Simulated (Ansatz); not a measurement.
A 4-atom cell of AlN started from a crystallographic database, relaxed with r2SCAN, was run in the plane-wave code Ansatz under altered settings. All numbers are computed, without spin polarisation but where a row says otherwise.

```
CELL_PARAMETERS angstrom
3.10669 0.00000 0.00000
-1.55335 2.69048 0.00000
0.00000 0.00000 4.97859
ATOMIC_POSITIONS crystal
Al 0.33333 0.66667 0.99920
Al 0.66667 0.33333 0.49920
N 0.33333 0.66667 0.38080
N 0.66667 0.33333 0.88080
```

The base run's other keys:
```yaml
kpoints:
  mp_grid: { grid: [6, 6, 2] }
hamiltonian:
  xc: hse06
scf:
  occupations: { method: fixed }
  n_extra_bands: 5
```

It takes 12 iterations with 809 plane waves at 420 eV and 14 k points, and leaves a mean stress of -0.67 GPa. The gap over this mesh is 5.606 eV. It ran on 4 threads of Arm Neoverse N1, with other jobs on the host.

Outcomes, with energy and stress as changes against the base:
```csv
setting,outcome,ΔF (meV/atom),Δ mean stress (GPa),gap on the mesh (eV),iterations,wall time
"PBE hybrid, exx coeff 0.5, omega 0.1 1/Å",converged,–,-5.2,7.743,15,11 s
"PBE hybrid, exx coeff 0.1, omega 0.1 1/Å",converged,–,+3.1,4.907,9,8.9 s
scf.mixing.ndim: 30,converged,0.0,0.0,5.606,12,9.1 s
```
A dash marks a value that wasn't obtained or can't be compared. Stress is positive in compression. The base took 9.3 s. The base's mesh is coarse for a hybrid, so its own values aren't converged.

- PBE hybrid, exx coeff 0.5, omega 0.1 1/Å. That is 50 % exact exchange, screened with ω = 0.1 1/Å, against HSE06's 25 % screened at 0.208 1/Å. The mean stress moves by -5.2 GPa and the gap on the mesh by +2.137 eV (to 7.743). Totals of different functionals aren't comparable. The program warns that on this mesh the truncation of the exchange isn't bounded, so part of the change can be an error of the mesh.
- PBE hybrid, exx coeff 0.1, omega 0.1 1/Å. That is 10 % exact exchange, screened with ω = 0.1 1/Å, against HSE06's 25 % screened at 0.208 1/Å. The mean stress moves by +3.1 GPa and the gap on the mesh by -0.699 eV (to 4.907). Totals of different functionals aren't comparable. The program warns that on this mesh the truncation of the exchange isn't bounded, so part of the change can be an error of the mesh.

Within 1 meV an atom, 0.1 GPa and 0.005 eV of the base stay: scf.mixing.ndim: 30.

The program warns that its thresholds are loose for a hybrid's stress.

The meshes of the hybrids are coarse, so their gaps aren't converged to the digits shown.
